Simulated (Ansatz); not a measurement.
# Step by step: Sc, relaxation of cell and atoms

Method: DFT, PBE, PAW with Ansatz's default frozen-core files, scalar-relativistic in Ansatz 0.2.0.

Command: `ansatz run input.yaml --threads 1 --pin off --max-ram 2048MiB --backend cpu --events-out ev --progress --plain --runs-dir out` The run took about 4.3 s on 1 thread of a shared machine.

```yaml
crystal:
  lattice:
    - [-1.7712839881, 1.7712839881, 1.7712839881]
    - [1.7712839881, -1.7712839881, 1.7712839881]
    - [1.7712839881, 1.7712839881, -1.7712839881]
  atoms:
    - { symbol: Sc, position: [0.0, 0.0, 0.0] }
kpoints:
  mp_grid: { grid: [13, 13, 13] }
scf:
  occupations: { method: fermi_dirac, width: 0.05 }
hamiltonian:
  xc: pbe
  pseudopotentials: { kind: paw }
output:
  forces: true
  stress: true
relax:
  f_tol: 0.005
  max_steps: 80
  cell: {}
```

Spin polarisation is left out, and whether a magnetic state lies lower isn't shown here.

The cell is built from the bcc type as a first guess.

The cutoff is 420 eV; energies and pressures of the walk include the program's estimate of the Pulay term.

Each frame lists the cell vectors (Å), then Cartesian positions (Å); symmetry keeps all forces zero. Free energies count from the first step, -2135.6606 eV.

The walk took 5 evaluations in all; steps that aren't listed are left out.

Step 1: E = 0.0 meV, P = 7.16 GPa

```
cell -1.7713 1.7713 1.7713 1.7713 -1.7713 1.7713 1.7713 1.7713 -1.7713
Sc    0.0000    0.0000    0.0000
```

Step 2:

```
cell -1.8578 1.8578 1.8578 1.8578 -1.8578 1.8578 1.8578 1.8578 -1.8578
Sc    0.0000    0.0000    0.0000
```

Problem. Give the energy, pressure of step 2.

Solution. E = -50.2 meV, P = -1.56 GPa
```
Sc    0.0000    0.0000    0.0000
```

Problem. How does the relaxation end?

Solution. It converges, with a = 3.677 Å, b = 3.677 Å, c = 3.677 Å, α = 90.00°, β = 90.00°, γ = 90.00° (conventional cell, space group Im-3m). The last solve (on a basis chosen afresh for the final cell, so its energy is not quite comparable) gives E = -54.5 meV, P = 0.00 GPa:
```
cell -1.8387 1.8387 1.8387 1.8387 -1.8387 1.8387 1.8387 1.8387 -1.8387
Sc    0.0000    0.0000    0.0000
```
